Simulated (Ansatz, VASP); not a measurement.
# Two plane-wave programs on KBr

```
K Br
1.0
     0.00000    3.16080    3.02910
     3.16080    0.00000    3.02910
     3.16080    3.16080    0.00000
K Br
1 1
Direct
  0.00000 0.00000 0.00000
  0.50000 0.50000 0.50000
```

Change from the starting cell: strain -0.040 along x and y, -0.080 along z, atoms carried along.

Alike in both runs: task single point; functional r2SCAN; k mesh 6 × 6 × 6; occupations gaussian, width 0.05 eV; no spin polarisation.

```csv
,VASP,Ansatz
version,VASP 6.6.1,Ansatz 0.2.0
potentials or method,"VASP PAW PBE potentials, release 64 (K_sv, Br)","scalar-relativistic, plane waves, PAW"
plane-wave cutoff (eV),520,500
valence electrons in the cell,16,16
```

VASP gave:

| Item | Value |
| --- | --- |
| gap on the k mesh at the Fermi level (eV) | 5.57 |
| least direct gap on the mesh (eV) | 5.57 |
| pressure (GPa) | 4.5 |
| largest component of the traceless stress (GPa) | 2.41 |

Question: Which values does Ansatz return?

Answer: gap on the k mesh at the Fermi level (eV): 5.56; least direct gap on the mesh (eV): 5.56; pressure (GPa): 4.5; largest component of the traceless stress (GPa): 2.39.

The functional is the same, so the differences come from potentials, cutoffs and numerics.

Caveats: the PAW data sets were made with another functional, which shifts forces and pressure a little (VASP). A k mesh can miss the band edges.
